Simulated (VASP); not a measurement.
# BeSe: relaxation of cell and atoms with r2SCAN

BeSe:

```xyz
2
Lattice="0.0000 2.5350 2.5350 2.5350 0.0000 2.5350 2.5350 2.5350 0.0000" Properties=species:S:1:pos:R:3 pbc="T T T"
Be    0.0000    0.0000    0.0000
Se    1.2675    1.2675    1.2675
```

| Quantity | Value |
| --- | --- |
| Program | VASP 6.6.1 |
| Task | relaxation of cell and atoms |
| Functional | r2SCAN |
| Potentials or basis | VASP PAW PBE potentials, release 64 (Be, Se) |
| Cutoff | 600 eV |
| k mesh | 10 × 10 × 10 |
| Occupations | gaussian, width 0.03 eV |
| Spin | no spin polarisation |
| Further INCAR settings | ALGO = Normal; EDIFF = 1e-06; IBRION = 2; EDIFFG = -0.01; NSW = 90; ISIF = 3 |

| Item | Value |
| --- | --- |
| Relaxed volume | 17.25 Å³/atom |
| Relaxed cell | a = 3.654 Å, b = 3.654 Å, c = 3.654 Å, α = 60.00°, β = 60.00°, γ = 60.00° |
| Space group after relaxing (to 0.05 Å) | F-43m (No. 216) |
| Energy gained by relaxing | 14.6 meV/atom |
| Ionic steps | 3 |
| Pressure after relaxing | 0.0 GPa |
| Band gap on the k mesh | 3.13 eV, indirect (least direct gap 5.02 eV) |

Step by step:
```csv
step,energy change (eV),largest force (eV/Å),pressure (GPa),volume (Å³)
1,0.0000,0.0000,5.08,32.58
2,-0.0268,0.0000,-1.31,35.08
3,-0.0291,0.0000,0.01,34.49
```

Final structure:
```xyz
2
Lattice="0.0000 2.5837 2.5837 2.5837 0.0000 2.5837 2.5837 2.5837 0.0000" Properties=species:S:1:pos:R:3 pbc="T T T"
Be    0.0000    0.0000    0.0000
Se    1.2918    1.2918    1.2918
```

Levels at points of the mesh, in eV from the valence-band top:
| k point | band 2 | band 3 | band 4 | band 5 | band 6 | band 7 |
| --- | --- | --- | --- | --- | --- | --- |
| (0.00, 0.00, 0.00) | 0.00 | 0.00 | 0.00 | 5.02 | 5.59 | 5.59 |
| (0.50, 0.00, 0.00) | -5.78 | -1.08 | -1.08 | 4.90 | 6.55 | 6.55 |
| (0.50, 0.50, 0.00) | -5.17 | -2.67 | -2.67 | 3.13 | 4.68 | 12.65 |

Wall time 2.3 min on 1 thread of Intel(R) Xeon(R) Platinum 8488C (Sapphire Rapids), on a shared host, peak memory 0.19 GiB.

Caveat: the PAW data sets were made with another functional, which shifts forces and pressure a little. r2SCAN opens gaps a little over a GGA but as a rule still falls short of measured ones.
